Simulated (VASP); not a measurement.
V:

```
V
1.0
    -1.51435    1.51435    1.51435
     1.51435   -1.51435    1.51435
     1.51435    1.51435   -1.51435
V
1
Direct
  0.00000 0.00000 0.00000
```

* Program: VASP 6.6.1
* Task: relaxation of cell and atoms
* Functional: r2SCAN
* Potentials or basis: VASP PAW PBE potentials, release 64 (V_sv)
* Cutoff: 600 eV
* k mesh: 12 × 12 × 12
* Occupations: methfessel-paxton, width 0.1 eV
* Spin: collinear spin, ferromagnetic start
* Starting moments: [2.0] μB

At the start: pressure -6.2 GPa; volume 13.89 Å³/atom.

Problem. Where does the relaxation end?

Solution. Over 4 steps the energy falls by 7.1 meV/atom and the volume is 13.32 Å³/atom (-4.1 %); space group Im-3m (No. 229, to 0.05 Å); moment 0.20 μB per cell.

Step by step:
| step | energy change (eV) | largest force (eV/Å) | pressure (GPa) | volume (Å³) |
| --- | --- | --- | --- | --- |
| 1 | 0.0000 | 0.0000 | -6.16 | 13.89 |
| 2 | 0.0035 | 0.0000 | 7.36 | 12.84 |
| 3 | -0.0067 | 0.0000 | -1.39 | 13.41 |
| 4 | -0.0071 | 0.0000 | -0.01 | 13.32 |

Final structure:
```
CELL_PARAMETERS angstrom
-1.49317 1.49317 1.49317
1.49317 -1.49317 1.49317
1.49317 1.49317 -1.49317
ATOMIC_POSITIONS crystal
V 0.00000 0.00000 0.00000
```

Caveat: the PAW data sets were made with another functional, which shifts forces and pressure a little.
